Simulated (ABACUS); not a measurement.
# GaN (F-43m) in ABACUS: a series of runs, part 2 of 2

ABACUS 3.10.1. Earlier steps stand in the parts before.

### 3 Equation of state, r2SCAN, 10.76 Å³/atom (volume scaled by 0.94)

The input, run_abacus.py:

```python
"""ABACUS run from a structure file: ASE reads it, the script writes STRU, KPT and INPUT."""
import re
import subprocess
from ase.io import read
from ase.units import Bohr

atoms = read("GaN.xyz")
atoms = atoms[(-atoms.numbers).argsort(kind="stable")]  # ABACUS lists atoms element by element
pseudo = {'Ga': 'Ga_ONCV_PBE-1.2.upf', 'N': 'N_ONCV_PBE-1.2.upf'}
orbital = {}
magmoms = None
kmesh = [6, 6, 6]
params = {
    'suffix': 'GaN',
    'calculation': 'scf',
    'basis_type': 'pw',
    'pseudo_dir': './',
    'symmetry': 1,
    'dft_functional': 'MGGA_X_R2SCAN+MGGA_C_R2SCAN',
    'ecutwfc': 97,
    'pseudo_rcut': 10,
    'nspin': 1,
    'nbands': 13,
    'ks_solver': 'dav',
    'smearing_method': 'fd',
    'smearing_sigma': 0.00367493,
    'scf_thr': 1e-08,
    'scf_nmax': 100,
    'mixing_type': 'broyden',
    'mixing_beta': 0.7,
    'cal_force': 1,
    'cal_stress': 1,
    'mixing_tau': 1,
    'kpar': 4,
}

symbols = atoms.get_chemical_symbols()
elements = list(dict.fromkeys(symbols))
lines = ["ATOMIC_SPECIES"] + [f"{e} {atoms.get_masses()[symbols.index(e)]:.4f} {pseudo[e]}" for e in elements]
if orbital:
    lines += ["", "NUMERICAL_ORBITAL"] + [orbital[e] for e in elements]
lines += ["", "LATTICE_CONSTANT", f"{1 / Bohr:.10f}", "", "LATTICE_VECTORS"]
lines += [" ".join(f"{x:.10f}" for x in v) for v in atoms.cell]
lines += ["", "ATOMIC_POSITIONS", "Direct"]
for e in elements:
    lines += ["", e, "0.0", str(symbols.count(e))]
    for i, p in enumerate(atoms.get_scaled_positions(wrap=False)):
        if symbols[i] == e:
            mag = "" if magmoms is None else " mag " + " ".join(str(x) for x in (magmoms[i] if isinstance(magmoms[i], list) else [magmoms[i]]))
            lines.append(" ".join(f"{x:.10f}" for x in p) + " 1 1 1" + mag)
open("STRU", "w").write("\n".join(lines) + "\n")
open("KPT", "w").write("K_POINTS\n0\nGamma\n%d %d %d 0 0 0\n" % tuple(kmesh))
open("INPUT", "w").write("INPUT_PARAMETERS\n" + "".join(f"{k:<20s}{v}\n" for k, v in params.items()))

done = subprocess.run(['mpirun', '-np', '4', 'abacus'])
if done.returncode:
    raise SystemExit(done.returncode)
log = open("OUT.GaN/running_scf.log").read()
print("final energy (eV):", re.findall(r"FINAL_ETOT_IS (\S+)", log))
```

The input, GaN.xyz:

```xyz
2
Lattice="0.0000000000 2.2074978911 2.2074978911 2.2074978911 0.0000000000 2.2074978911 2.2074978911 2.2074978911 0.0000000000" Properties=species:S:1:pos:R:3 pbc="T T T"
Ga     0.0000000000      0.0000000000      0.0000000000
N      1.1037489456      1.1037489456      1.1037489456
```

Potentials or basis: SG15 ONCV 1.2 PBE, plane waves.

On the command line:

```sh
OMP_NUM_THREADS=1 python run_abacus.py > log
```

running log:

```text
ABACUS v3.10.1

               Atomic-orbital Based Ab-initio Computation at UStc

 ------------------------------------------------------------------------------------

 READING GENERAL INFORMATION
                           global_out_dir = OUT.GaN/
                           global_in_card = INPUT
                               pseudo_dir = ./
                              orbital_dir =
                                    DSIZE = 4
                                    GSIZE = 1
[... 5 lines left out ...]

 READING ATOM TYPE 1
                               atom label = Ga
                      L=0, number of zeta = 1
                      L=1, number of zeta = 1
                      L=2, number of zeta = 1
             number of atom for this type = 1

 READING ATOM TYPE 2
                               atom label = N
                      L=0, number of zeta = 1
                      L=1, number of zeta = 1
                      L=2, number of zeta = 1
             number of atom for this type = 1

                        TOTAL ATOM NUMBER = 2
DIRECT COORDINATES
    atom                   x                   y                   z     mag                  vx                  vy                  vz
taud_Ga1            0.0000000000        0.0000000000        0.0000000000  0.0000        0.0000000000        0.0000000000        0.0000000000
taud_N1            0.2500000000        0.2500000000        0.2500000000  0.0000        0.0000000000        0.0000000000        0.0000000000

                          Volume (Bohr^3) = 145.187
                             Volume (A^3) = 21.5145

 Lattice vectors: (Cartesian coordinate: in unit of a_0)
                   +0             +2.2075             +2.2075
              +2.2075                  +0             +2.2075
              +2.2075             +2.2075                  +0
 Reciprocal vectors: (Cartesian coordinate: in unit of 2 pi/a_0)
            -0.226501           +0.226501           +0.226501
            +0.226501           -0.226501           +0.226501
            +0.226501           +0.226501           -0.226501
 The esolver type has been set to : ksdft_pw

                PAO radial cut off (Bohr) = 10

[... 212 lines left out ...]
     Energy           Rydberg                 eV
----------------------------------------------------------
 E_KohnSham     -149.7888364675      -2037.9816727487
 E_Harris       -149.5073195518      -2034.1514386113
 E_Fermi        0.8036341503         10.9340035518
----------------------------------------------------------
[... 63 lines left out ...]
 Density error is 5.44520423393e-09
                          Error Threshold = 2.57034544813e-09
----------------------------------------------------------
     Energy           Rydberg                 eV
----------------------------------------------------------
 E_KohnSham     -150.0685156770      -2041.7869036094
 E_KS(sigma->0) -150.0685156770      -2041.7869036094
 E_Harris       -150.0683157880      -2041.7841839797
 E_band         1.6487428652         22.4322975039
 E_one_elec     -49.8398046004       -678.1053297717
 E_Hartree      41.0137379535        558.0205324461
 E_xc           -22.1367205970       -301.1855351527
 E_Ewald        -119.1057284331      -1620.5165711311
 E_entropy(-TS) -0.0000000000        -0.0000000000
 E_descf        0.0000000000         0.0000000000
 E_exx          0.0000000000         0.0000000000
 E_Fermi        0.9208741820         12.5291360168
----------------------------------------------------------

 charge density convergence is achieved
 final etot is -2041.7869036 eV
 EFERMI = 12.529136017 eV

 STATE ENERGY(eV) AND OCCUPATIONS    NSPIN == 1
 1/4 kpoint (Cartesian) = 0.0000 0.0000 0.0000 (2397 pws)
       1       -6.02818     0.00925926
       2       -2.08261     0.00925926
       3       -2.08261     0.00925926
       4       -2.08261     0.00925926
       5       -1.63138     0.00925926
       6       -1.63138     0.00925926
       7        11.4599     0.00925926
       8        11.4599     0.00925926
       9        11.4599     0.00925926
      10        13.7534    2.15337e-13
      11        22.6148        0.00000
      12        22.6148        0.00000
      13        22.6148        0.00000
[... 32 lines left out ...]
       1       -4.73870      0.0370370
       2       -1.95940      0.0370370
       3       -1.95940      0.0370370
       4       -1.57319      0.0370370
       5       -1.57319      0.0370370
       6      -0.632431      0.0370370
       7        3.74176      0.0370370
       8        10.3303      0.0370370
       9        10.3303      0.0370370
      10        16.7974    3.12501e-39
      11        21.2510    6.48052e-78
      12        22.6928        0.00000
      13        22.6928        0.00000

------------------------------------------------------------------------------------------
 TOTAL-FORCE (eV/Angstrom)
------------------------------------------------------------------------------------------
                       Ga1         0.0000000000         0.0000000000         0.0000000000
                        N1         0.0000000000         0.0000000000         0.0000000000
------------------------------------------------------------------------------------------

----------------------------------------------------------------
 TOTAL-STRESS (KBAR)
----------------------------------------------------------------
        98.1090007515         0.0000000000        -0.0000000000
         0.0000000000        98.1090007515        -0.0000000000
         0.0000000000        -0.0000000000        98.1090007515
----------------------------------------------------------------
 TOTAL-PRESSURE: 98.109001 KBAR

 --------------------------------------------
 !FINAL_ETOT_IS -2041.7869036094389230 eV
 --------------------------------------------
```

INPUT:

```text
INPUT_PARAMETERS
suffix              GaN
calculation         scf
basis_type          pw
pseudo_dir          ./
symmetry            1
dft_functional      MGGA_X_R2SCAN+MGGA_C_R2SCAN
ecutwfc             97
pseudo_rcut         10
nspin               1
nbands              13
ks_solver           dav
smearing_method     fd
smearing_sigma      0.00367493
scf_thr             1e-08
scf_nmax            100
mixing_type         broyden
mixing_beta         0.7
cal_force           1
cal_stress          1
mixing_tau          1
kpar                4
```

Run time: 7.6 s. Hardware: 4 MPI ranks of Intel Xeon 6975P-C (Granite Rapids), shared host; peak memory 0.36 GiB.

What came out:

```
Free energy            : -2041.7869 eV
Pressure               : 9.8 GPa
Band gap on the k mesh : 2.29 eV, direct
```

Caveat: the potentials were made for another functional, which shifts forces and pressure.

### 4 Equation of state, r2SCAN, 11.21 Å³/atom (volume scaled by 0.98)

run_abacus.py is that of step 3.

The input, GaN.xyz:

```xyz
2
Lattice="0.0000000000 2.2383759866 2.2383759866 2.2383759866 0.0000000000 2.2383759866 2.2383759866 2.2383759866 0.0000000000" Properties=species:S:1:pos:R:3 pbc="T T T"
Ga     0.0000000000      0.0000000000      0.0000000000
N      1.1191879933      1.1191879933      1.1191879933
```

On the command line:

```sh
OMP_NUM_THREADS=1 python run_abacus.py > log
```

Wall time 8.6 s (4 MPI ranks of Intel Xeon 6975P-C (Granite Rapids), shared host); peak memory 0.36 GiB.

The run converged. Its results:

```yaml
Free_energy: -2041.8215 eV
Pressure: 0.8 GPa
Band_gap_on_the_k_mesh: 2.01 eV, direct
```

Caveat: the potentials were made for another functional, which shifts forces and pressure.

### 5 Equation of state, r2SCAN, 11.67 Å³/atom (volume scaled by 1.02)

run_abacus.py is that of step 4.

The input, GaN.xyz:

```xyz
2
Lattice="0.0000000000 2.2684248875 2.2684248875 2.2684248875 0.0000000000 2.2684248875 2.2684248875 2.2684248875 0.0000000000" Properties=species:S:1:pos:R:3 pbc="T T T"
Ga     0.0000000000      0.0000000000      0.0000000000
N      1.1342124438      1.1342124438      1.1342124438
```

On the command line:

```sh
OMP_NUM_THREADS=1 python run_abacus.py > log
```

Run time: 8.2 s. Hardware: 4 MPI ranks of Intel Xeon 6975P-C (Granite Rapids), shared host; peak memory 0.36 GiB.

It converged, with:

```
Free energy            : -2041.8096 eV
Pressure               : -6.5 GPa
Band gap on the k mesh : 1.73 eV, direct
```

Caveat: the potentials were made for another functional, which shifts forces and pressure.

### 6 Equation of state, r2SCAN, 12.13 Å³/atom (volume scaled by 1.06)

run_abacus.py is that of step 5.

The input, GaN.xyz:

```xyz
2
Lattice="0.0000000000 2.2976981147 2.2976981147 2.2976981147 0.0000000000 2.2976981147 2.2976981147 2.2976981147 0.0000000000" Properties=species:S:1:pos:R:3 pbc="T T T"
Ga     0.0000000000      0.0000000000      0.0000000000
N      1.1488490574      1.1488490574      1.1488490574
```

Potentials or basis: SG15 ONCV 1.2 PBE, plane waves.

On the command line:

```sh
OMP_NUM_THREADS=1 python run_abacus.py > log
```

It took 8.7 s on 4 MPI ranks of Intel Xeon 6975P-C (Granite Rapids), shared host; peak memory 0.36 GiB.

Results (log left out):

```yaml
Free_energy: -2041.7597 eV
Pressure: -12.5 GPa
Band_gap_on_the_k_mesh: 1.47 eV, direct
```

Caveat: the potentials were made for another functional, which shifts forces and pressure.

### 7 Equation of state, r2SCAN

This step only gathers the single runs of the series.

What came out:

- Equilibrium volume: 11.31 Å³/atom
- Bulk modulus: 192 GPa
- Pressure derivative of the bulk modulus: 4.0 (rough: it moves with the points fitted)

Energy against volume, from the lowest point:
```csv
volume (Å³/atom),energy (meV/atom)
10.757,17.28
11.215,0.00
11.673,5.94
12.131,30.87
```

Caveat: the k mesh is coarse (spacing up to 0.40 Å⁻¹), so the values aren't converged; the potentials were made for another functional, which shifts forces and pressure.

### 8 Comparison with measurements

Step 2. A measured gap of GaN is 3.299 eV (direct; 0 K; a printed reference work, textbook); the calculated 1.87 eV misses it by -1.43 eV. Spin-orbit coupling on Ga is left out. The value is that of r2SCAN, without temperature or zero-point motion. The cell is a database's relaxed one, not the measured one, which moves gaps too.
